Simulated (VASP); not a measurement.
## CdS: band structure with PBE

CdS:

```
Cd S
1.0
     0.00000    2.97119    2.97119
     2.97119    0.00000    2.97119
     2.97119    2.97119    0.00000
Cd S
1 1
Direct
  0.00000 0.00000 0.00000
  0.25000 0.25000 0.25000
```

```json
{"Program": "VASP 6.6.1", "Task": "band structure", "Functional": "PBE", "Potentials or basis": "VASP PAW PBE potentials, release 64 (Cd, S)", "Cutoff": "520 eV", "k mesh": "4 × 4 × 4", "Occupations": "gaussian, width 0.02 eV", "Spin": "no spin polarisation", "Further INCAR settings": "ALGO = Normal; EDIFF = 1e-07; NBANDS = 16"}
```

The band gap on the k mesh is 1.01 eV, direct and the band gap along the path is 1.01 eV, direct.

Levels at the corners of the path, in eV from the valence-band top:
| point | band 7 | band 8 | band 9 | band 10 | band 11 | band 12 |
| --- | --- | --- | --- | --- | --- | --- |
| Γ | 0.00 | 0.00 | 0.00 | 1.01 | 6.53 | 6.53 |
| X | -3.72 | -1.70 | -1.70 | 3.63 | 4.26 | 9.00 |
| X | -3.72 | -1.70 | -1.70 | 3.63 | 4.26 | 9.00 |
| W | -3.65 | -2.03 | -2.01 | 5.18 | 5.44 | 7.11 |
| W | -3.65 | -2.03 | -2.01 | 5.18 | 5.44 | 7.11 |
| K | -3.68 | -2.30 | -1.38 | 4.21 | 5.32 | 8.38 |
| K | -3.68 | -2.30 | -1.38 | 4.21 | 5.32 | 8.38 |
| Γ | 0.00 | 0.00 | 0.00 | 1.01 | 6.53 | 6.53 |
| Γ | 0.00 | 0.00 | 0.00 | 1.01 | 6.53 | 6.53 |
| L | -4.08 | -0.68 | -0.68 | 2.91 | 6.99 | 6.99 |
| L | -4.08 | -0.68 | -0.68 | 2.91 | 6.99 | 6.99 |
| U | -3.68 | -2.30 | -1.38 | 4.21 | 5.32 | 8.38 |
| U | -3.68 | -2.30 | -1.38 | 4.21 | 5.32 | 8.38 |
| W | -3.65 | -2.03 | -2.01 | 5.18 | 5.44 | 7.11 |
| W | -3.65 | -2.03 | -2.01 | 5.18 | 5.44 | 7.11 |
| L | -4.08 | -0.68 | -0.68 | 2.91 | 6.99 | 6.99 |
| L | -4.08 | -0.68 | -0.68 | 2.91 | 6.99 | 6.99 |
| K | -3.68 | -2.30 | -1.38 | 4.21 | 5.32 | 8.38 |
| U | -3.68 | -2.30 | -1.38 | 4.21 | 5.32 | 8.38 |
| X | -3.72 | -1.70 | -1.70 | 3.63 | 4.26 | 9.00 |

It took 50 s on 1 thread of Intel(R) Xeon(R) Platinum 8375C CPU @ 2.90GHz (Ice Lake) (shared host), peak memory 0.22 GiB.

Caveat: the k mesh is coarse (spacing up to 0.46 Å⁻¹), so the values aren't converged; the log is that of the step along the path at fixed density, whose energy, stress, charges and moments have no meaning. As with any semilocal functional, this PBE gap is likely too small.
